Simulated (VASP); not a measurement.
# Te (P3_121) in VASP: notebook, part 2 of 2

VASP 6.6.1. Earlier steps stand in the parts before.

### 3 Dielectric tensor, PBEsol

The input, INCAR:

```
ALGO = Normal ; EDIFF = 1E-8
ENCUT = 250 ; GGA = PS
ISIF = 2 ; ISMEAR = 0
LASPH = True ; LCHARG = False
LEPSILON = True ; LREAL = False
LWAVE = False ; NELM = 100
PREC = Accurate ; SIGMA = 0.01
```

The input, KPOINTS:

```
k-points
0
Gamma
  10 10 7
```

The input, POSCAR:

```
Te
1.0
    4.4540000000      0.0000000000      0.0000000000
   -2.2270000000      3.8572771485      0.0000000000
    0.0000000000      0.0000000000      5.9240000000
Te
3
Direct
    0.7310000000      0.7310000000      0.0000000000
    0.0000000000      0.2690000000      0.6666666667
    0.2690000000      0.0000000000      0.3333333333
```

Potentials or basis: VASP PAW PBE potentials, release 64 (Te).

On the command line:

```sh
$ cat potpaw_PBE.64/Te/POTCAR > POTCAR
$ mpirun -np 1 vasp_std > vasp.out
```

OUTCAR:

```text
EDIFF = 1E-8
   ENCUT = 250
   GGA = PS
   ISIF = 2
   ISMEAR = 0
   LASPH = True
   LEPSILON = True
   LREAL = False
   NELM = 100
   PREC = Accurate

 Found     80 irreducible k-points:

 Following reciprocal coordinates:
            Coordinates               Weight
  0.000000  0.000000  0.000000      1.000000
  0.100000  0.000000  0.000000      6.000000
  0.200000  0.000000  0.000000      6.000000
  0.300000  0.000000  0.000000      6.000000
  0.400000  0.000000  0.000000      6.000000
  0.500000  0.000000  0.000000      3.000000
   k-points           NKPTS =     80   k-points in BZ     NKDIM =     80   number of bands    NBANDS=     13
   number of dos      NEDOS =    301   number of ions     NIONS =      3
   total plane-waves  NPLWV =  18432
   dimension x,y,z NGX =    24 NGY =   24 NGZ =   32
   dimension x,y,z NGXF=    48 NGYF=   48 NGZF=   64
   ions per type =               3
   NGX,Y,Z   is equivalent  to a cutoff of   8.96,  8.96,  8.98 a.u.
   NGXF,Y,Z  is equivalent  to a cutoff of  17.92, 17.92, 17.96 a.u.
 SYSTEM =  unknown system
   PREC   = accura    normal or accurate (medium, high low for compatibility)
   ISTART =      0    job   : 0-new  1-cont  2-samecut
   ICHARG =      2    charge: 1-file 2-atom 10-const
   ISPIN  =      1    spin polarized calculation?
   LNONCOLLINEAR =      F non collinear calculations
   LSORBIT =      F    spin-orbit coupling
   LASPH  =      T    aspherical Exc in radial PAW
   ENCUT  =  250.0 eV  18.37 Ry    4.29 a.u.   5.74  5.74  7.64*2*pi/ulx,y,z
   NELM   =    100;   NELMIN=  2; NELMDL= -5     # of ELM steps
   EDIFF  = 0.1E-07   stopping-criterion for ELM
   LREAL  =      F    real-space projection
   EDIFFG = 0.1E-06   stopping-criterion for IOM
   NSW    =      0    number of steps for IOM
   IBRION =     -1    ionic relax: 0-MD 1-quasi-New 2-CG
   NFREE  =      0    steps in history (QN), initial steepest desc. (CG)
   ISIF   =      2    stress and relaxation
   ISYM   =      2    0-nonsym 1-usesym 2-fastsym
   POTIM  = 0.5000    time-step for ionic-motion
   TEBEG  =    0.0;   TEEND  =   0.0 temperature during run
   PSTRESS=    0.0 pullay stress
[... 174 lines left out ...]

 Free energy of the ion-electron system (eV)
  ---------------------------------------------------
  ---------------------------------------------------
  free energy    TOTEN  =       -10.55734037 eV

  energy without entropy =      -10.55734037

------------------------ aborting loop because EDIFF is reached ----------------------------------------

--------------------------------------- Ionic step        2  -------------------------------------------

------------------------ aborting loop because EDIFF is reached ----------------------------------------

--------------------------------------- Ionic step        3  -------------------------------------------

 Free energy of the ion-electron system (eV)
  ---------------------------------------------------
  ---------------------------------------------------
  free energy    TOTEN  =       -18.61513058 eV

  energy without entropy =      -18.61513058

------------------------ aborting loop because EDIFF is reached ----------------------------------------

 PIEZOELECTRIC TENSOR FIELD DIRECTION 3  (e Angst)
 -----------------------------------------------------------------------------
    -0.00263  0.00000  0.00000           (  0.00000  0.00000  0.00000)
    -0.00000 -0.00263  0.00000           (  0.00000  0.00000 -0.00000)
     0.00000  0.00000  0.03457           (  0.00000  0.00000 -0.00003)

 PIEZOELECTRIC TENSOR FIELD DIRECTION 3  (C/m^2)
 -----------------------------------------------------------------------------
    -0.00041  0.00000  0.00000
    -0.00000 -0.00041  0.00000
     0.00000  0.00000  0.00544

 MACROSCOPIC STATIC DIELECTRIC TENSOR (including local field effects in DFT)
 ------------------------------------------------------
          37.014483     0.000000     0.000000
           0.000000    37.014483     0.000000
           0.000000    -0.000000    64.699098
 ------------------------------------------------------

 PIEZOELECTRIC TENSOR (including local field effects)  for field in x, y, z        (e  Angst)
          XX          YY          ZZ          XY          YZ          ZX
  --------------------------------------------------------------------------------
  x    -3.18876     3.18876     0.00000     0.00000     1.02333     0.00000
  y    -0.00000     0.00000     0.00000     3.18876    -0.00000    -1.02332
  z     0.00000    -0.00000     0.00000    -0.00000     0.00000     0.00000

 PIEZOELECTRIC TENSOR (including local field effects)  for field in x, y, z        (C/m^2)
          XX          YY          ZZ          XY          YZ          ZX
  --------------------------------------------------------------------------------
  x    -0.50198     0.50198     0.00000     0.00000     0.16109     0.00000
  y    -0.00000     0.00000     0.00000     0.50198    -0.00000    -0.16109
  z     0.00000    -0.00000     0.00000    -0.00000     0.00000     0.00000

 BORN EFFECTIVE CHARGES (including local field effects) (in |e|, cummulative output)
 ---------------------------------------------------------------------------------
 ion    1
    1    -1.31360     2.27522     2.07788
    2     2.27522     1.31360    -1.19966
    3     2.55026    -1.47239     0.00000
 ion    2
    1    -1.31360    -2.27522    -2.07788
    2    -2.27522     1.31360    -1.19966
    3    -2.55026    -1.47239    -0.00000
 ion    3
    1     2.62719     0.00000     0.00000
    2     0.00000    -2.62719     2.39933
    3     0.00000     2.94479     0.00000
```

stdout:

```text
POSCAR found type information on POSCAR Te
 POSCAR found :  1 types and       3 ions
 scaLAPACK will be used
 -----------------------------------------------------------------------------
|                                                                             |
|                                                                             |
|     You enforced a specific xc type in the INCAR file but a different       |
[... 62 lines left out ...]
  Direction:   1
 dielectric tensor                  component  1 :    37.014    -0.329     9.628
 Linear response to external field, progress :
  Direction:   2
 dielectric tensor                  component  2 :     0.044    37.015     0.000
 Linear response to external field, progress :
  Direction:   3
 dielectric tensor                  component  3 :     6.612   -18.904    64.699
 Born effective charges drift removed
```

It took 4.8 min on 1 thread of AMD EPYC 9R45 (Zen 5), shared host; peak memory 0.37 GiB.

These settings aren't checked as converged: the numbers below hold their error.

Results:

| Quantity | Value |
| --- | --- |
| Band gap on the k mesh | 0.52 eV, indirect (least direct gap 0.61 eV) |
| Electronic dielectric tensor (diagonal) | 37.01, 37.01, 64.70 |
| Born charges (mean of the diagonal) | Te +0.00 e |

Caveat: the gap is small at this level, which inflates the dielectric constant; the PAW data sets were made with another functional, which shifts forces and pressure a little; spin-orbit coupling is left out, which moves the levels of the heavy elements; an odd mesh through Γ misses points on the zone boundary, where band edges often lie.

### 4 For comparison

An earlier run on the cell as given: functional PBEsol; potentials or basis VASP PAW PBE potentials, release 64 (Te); cutoff 520 eV; k mesh 7 × 7 × 5; occupations fermi-dirac, width 0.05 eV; no spin polarisation.

- Pressure: -0.9 GPa
- Largest force: 0.126 eV/Å
- Band gap on the k mesh: 0.59 eV, indirect (least direct gap 0.76 eV)
